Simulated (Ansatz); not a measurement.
I:

```
I
1.0
     2.53835   -3.70662    0.00000
     2.53835    3.70662    0.00000
    -1.62087    0.00000    2.38110
I
1
Direct
  0.50000 0.50000 0.50000
```

```yaml
Program: Ansatz 0.2.0
Task: relaxation of cell and atoms
Functional: PBE
Potentials_or_basis: all-electron LAPW, scalar-relativistic
Basis_error_allowed: 0.001 eV/atom
k_mesh: 7 × 7 × 11
Occupations: fermi-dirac, width 0.05 eV
Spin: no spin polarisation
```

At the start: volume 44.81 Å³/atom.

Question: How do energy, volume and symmetry change on relaxing?

Answer: Over 13 steps the energy falls by 19.0 meV/atom and the volume is 55.53 Å³/atom (+23.9 %); space group C2/m (No. 12, to 0.05 Å).

The path:
```tsv
step	energy change (eV)	largest force (eV/Å)	volume (Å³)
1	0.0000	0.0000	44.81
2	-0.0084	0.0000	46.75
3	-0.0119	0.0000	48.34
4	-0.0161	0.0000	50.44
5	-0.0178	0.0000	52.77
6	-0.0184	0.0000	54.32
7	-0.0185	0.0000	55.12
8	-0.0187	0.0000	55.75
9	-0.0188	0.0000	56.23
10	-0.0189	0.0000	56.21
11	-0.0190	0.0000	55.88
12	-0.0190	0.0000	55.53
13	-0.0190	0.0000	55.53
```

Final structure:
```yaml
crystal:
  lattice:
    - [2.62967, -4.39803, 0.01416]
    - [2.62967, 4.39803, 0.01416]
    - [-1.66591, 0.00000, 2.39183]
  atoms:
    - { symbol: I, position: [0.50000, 0.50000, 0.50000] }
```

Caveat: the volume moved by over 15 % at a fixed basis, so the end points are rough; an odd number of electrons without spin polarisation forces a metal; a magnetic or distorted state may lie lower.
